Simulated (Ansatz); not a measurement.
A vibration from a frozen displacement in SiC

These are results of Ansatz, DFT PBE, scalar-relativistic, plane waves, PAW, not measurements. Settings: plane waves to 420 eV, k-mesh 12×12×12 (Γ-centred), Gaussian smearing 0.05 eV. No spin polarisation. Energies are free energies at this smearing, counted from the undisturbed cell; pressure is positive in compression.

The undisturbed cell (as given, not relaxed at this level; it stands at 4.8 GPa):

```xyz
2
Lattice="0.0000 2.1740 2.1740 2.1740 0.0000 2.1740 2.1740 2.1740 0.0000" Properties=species:S:1:pos:R:3 pbc="T T T"
Si    0.0000    0.0000    0.0000
C     3.2610    3.2610    3.2610
```

Every Si atom is moved by x along the Cartesian unit vector (0.000, -0.707, -0.707); the cell and all other atoms stay fixed. The cell's volume is 20.55 Å³; the moved atoms weigh 28.085 u together and the others 12.011 u. Some rows repeat others by symmetry and weren't run.

| x (Å) | ΔE (meV/cell) | total force on the moved atoms along the move (eV/Å) | pressure (GPa) |
| --- | --- | --- | --- |
| -0.5000 | 2666.52 | 11.5319 | 39.7724 |
| -0.4375 | 2002.42 | 9.7473 | 30.8561 |
| -0.3750 | 1445.52 | 8.0907 | 23.4411 |
| -0.3125 | 988.53 | 6.5513 | 17.4370 |
| -0.2500 | 624.48 | 5.1131 | 12.7258 |
| -0.1875 | 347.65 | 3.7580 | 9.1947 |
| -0.1250 | 153.35 | 2.4685 | 6.7499 |
| -0.0625 | 38.16 | 1.2232 | 5.3152 |
| 0.0000 | 0.00 | 0.0000 | 4.8424 |
| 0.0625 | 38.16 | -1.2232 | 5.3152 |
| 0.1250 | 153.35 | -2.4685 | 6.7499 |
| 0.1875 | 347.65 | -3.7580 | 9.1947 |
| 0.2500 | 624.48 | -5.1131 | 12.7258 |
| 0.3125 | 988.53 | -6.5513 | 17.4370 |
| 0.3750 | 1445.52 | -8.0907 | 23.4411 |
| 0.4375 | 2002.42 | -9.7473 | 30.8561 |
| 0.5000 | 2666.52 | -11.5319 | 39.7724 |

Problem. What frequency belongs to this motion?

Solution. The force constant is k = −dF/dx = 19.570 eV/Å², from the parabola through x = -0.0625, 0 and 0.0625. In every cell the moved atoms swing against the rest, so the mass is μ = m₁m₂/(m₁ + m₂) = 8.413 u, and ν̃ = 521.5 cm⁻¹ × √(|k|/μ) = 795 cm⁻¹, at this cell's pressure of 4.8 GPa. To first order in x, and within 1 %, the force on every atom lies along the move and, within each of the two groups, in proportion to the atom's mass, so this is itself a mode at the zone centre of this cell, taken without macroscopic field (the transverse frequency in a polar insulator).

Problem. How far does the harmonic law reach?

Solution. At x = -0.500 Å, kx²/2 = 2446.31 meV against the computed 2666.52 meV (+9.0 %): the well stiffens in this direction at large amplitude.

Problem. The pressure changes with x². What does that say about the frequency under compression?

Solution. With E = k(V)x²/2, k ∝ V^(−2γ) and x scaling with the cell as V^(1/3), P − P0 = −∂E/∂V = (2γ − 2/3) ΔE/V. At x = 0.1250 Å, V(P − P0) = 20.55 × 1.90747 / 160.2 eV = 244.66 meV and ΔE = 153.35 meV, so γ = 1/3 + V(P − P0)/(2ΔE) = 1.13. This is the Grüneisen parameter of the motion under uniform scaling of the cell: shrinking the cell evenly by 1 % in volume raises the frequency by about 1.13 %.

The gap closes along the scan, which can put kinks into the curve.